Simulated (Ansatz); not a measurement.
**BN (P6_3mc), random displacements**

All numbers below come from Ansatz, DFT r2SCAN, scalar-relativistic, plane waves, PAW. The runs took a 500 eV cutoff, a Γ-centred 12×12×6 mesh and Gaussian smearing (0.05 eV). No spin polarisation. Energies are free energies at this smearing, counted from the undisturbed cell; pressure is positive in compression.

The starting cell (as given, not relaxed at this level; this wurtzite form isn't the usual structure):

```yaml
crystal:
  lattice:
    - [2.55394, 0.00000, 0.00000]
    - [-1.27697, 2.21178, 0.00000]
    - [0.00000, 0.00000, 4.22685]
  atoms:
    - { symbol: B, position: [0.66667, 0.33333, 0.99972] }
    - { symbol: B, position: [0.33333, 0.66667, 0.49972] }
    - { symbol: N, position: [0.66667, 0.33333, 0.62528] }
    - { symbol: N, position: [0.33333, 0.66667, 0.12528] }
```

The atoms are displaced (Å, in the unstrained cell):

| atom | ux | uy | uz |
| --- | --- | --- | --- |
| B1 | 0.044 | 0.057 | 0.046 |
| B2 | -0.014 | 0.054 | -0.016 |
| N3 | -0.017 | -0.031 | -0.109 |
| N4 | -0.013 | -0.081 | 0.078 |

The cell is not strained.

(1) What are the energy change, the stress and the forces?

Answers

(1) ΔE = 199.3 meV/atom; stress (xx, yy, zz, yz, xz, xy; compression positive) (0.13, 5.76, 10.46, 2.69, 2.02, 1.57) GPa; gap on the mesh 5.23 eV.
```tsv
atom	Fx (eV/Å)	Fy	Fz
B1	-1.78	-2.35	-1.15
B2	-0.02	-2.90	0.23
N3	0.31	2.74	4.76
N4	1.49	2.51	-3.84
```

Cost: 1 run of about 1.4 core-minutes, on Intel Xeon Processor @ 2.50GHz (Skylake/Cascade Lake) (shared hosts).